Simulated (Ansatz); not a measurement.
Steps from a short run of molecular dynamics on a 2×2×1 supercell (12 atoms) of SnS2 (P-3m1), relaxed with r2SCAN+rVV10; forces from r2SCAN in Ansatz, 3×3×2 mesh, Fermi-Dirac smearing of 0.069 eV, a Nosé-Hoover thermostat at fixed volume, set at 800 K. Computed, non-magnetic; the trajectory is short and the cell small, so nothing here is a converged average.

Cell vectors in Å:
```
 7.3215  0.0000  0.0000
-3.6608  6.3406  0.0000
 0.0000  0.0000  5.9618
```

Q: At 6 fs the positions in Å are
```
Sn  -0.014  -0.019   0.027
S    0.012   2.130   1.434
S    1.872   1.089   4.475
Sn  -1.816   3.206  -0.024
S   -1.845   5.296   1.449
S   -0.007   4.222   4.506
Sn   3.657   0.001   0.010
S    3.659   2.118   1.458
S    5.477   1.046   4.475
Sn   1.841   3.145   0.001
S    1.800   5.286   1.485
S    3.647   4.201   4.509
```
What are the forces, and how far does the free energy (smearing included) lie above that of step 0, with the atoms on their sites?

A: 5.1 meV an atom; forces in eV/Å:
```
Sn  -0.115   0.304  -0.489
S   -0.154  -0.112   0.203
S   -0.319  -0.351   0.239
Sn  -0.184  -0.554   0.016
S    0.030  -0.046   0.207
S    0.109   0.126  -0.112
Sn   0.125   0.213  -0.251
S    0.173   0.038   0.053
S    0.197  -0.006   0.362
Sn  -0.038   0.143  -0.006
S    0.132  -0.077  -0.138
S    0.044   0.323  -0.084
```

Q: At 30 fs the positions in Å are
```
Sn  -0.078  -0.078   0.114
S    0.027   2.171   1.355
S    1.986   1.152   4.418
Sn  -1.770   3.321  -0.117
S   -1.893   5.335   1.430
S   -0.007   4.231   4.509
Sn   3.649   0.016   0.040
S    3.685   2.142   1.450
S    5.456   1.002   4.447
Sn   1.882   3.052   0.006
S    1.703   5.280   1.544
S    3.603   4.158   4.534
```
What are the forces, and how far does the free energy (smearing included) lie above that of step 0, with the atoms on their sites?

A: 57.0 meV an atom; forces in eV/Å:
```
Sn  -0.685   0.908  -1.213
S   -0.539  -0.391   0.729
S   -0.733  -0.978   0.372
Sn  -0.768  -1.874   0.431
S    0.277  -0.245   0.621
S    0.587   0.490  -0.583
Sn   0.354   0.587  -0.710
S    0.472   0.059   0.248
S    0.589   0.081   0.841
Sn  -0.222   0.618  -0.002
S    0.495  -0.245  -0.336
S    0.174   0.989  -0.397
```
